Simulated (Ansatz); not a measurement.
# ZrO2 under pressure: fit and missing row

ZrO2, Fm-3m, a = 5.116 Å. This isn't the usual stable structure of the compound. Ansatz: PBE, PAW, 420 eV, Γ-centred 8×8×8 mesh on 3 atoms, Gaussian smearing 0.02 eV; no spin polarisation. Cell and atoms are relaxed at each pressure, and no other structure is tried, so the rows at high pressure may lie past a change of phase.

```tsv
V (Å³/atom)	P (GPa)
9.806	40.02
10.376	20.01
10.732	9.97
?	5.05
11.062	2.08
11.157	0.00
11.254	-2.00
```

Q: Take V0 = 11.157 Å³/atom, fit the third-order Birch–Murnaghan form to the other rows, and predict the missing volume.

A: With the Eulerian strain f = ½[(V0/V)^(2/3) − 1] and y = P/[3f(1 + 2f)^(5/2)], the form is the line y = B0 + 1.5 B0 (B0′ − 4) f. Rows (f, y): 0.04493, 239.4; 0.02479, 238.4; 0.01311, 237.6; 0.00286, 239.0; -0.00288, 234.8. Means f = 0.01656, y = 237.84; Σ(Δf)² = 0.001450, ΣΔfΔy = 0.09290; the slope is their ratio. y = 236.8 + 64.06 f GPa, so B0 = 236.8 GPa and B0′ = 4 + 2 × (64.06)/(3 × 236.8) = 4.18. P = 5.05 GPa is met at f = 0.00686 (y = 237.24), so V = V0 (1 + 2f)^(−3/2) = 10.931 Å³/atom. The run gave 10.932 Å³/atom, so the fit is 0.001 Å³/atom too low, within twice the rms miss on the fitted rows (0.0007 Å³/atom).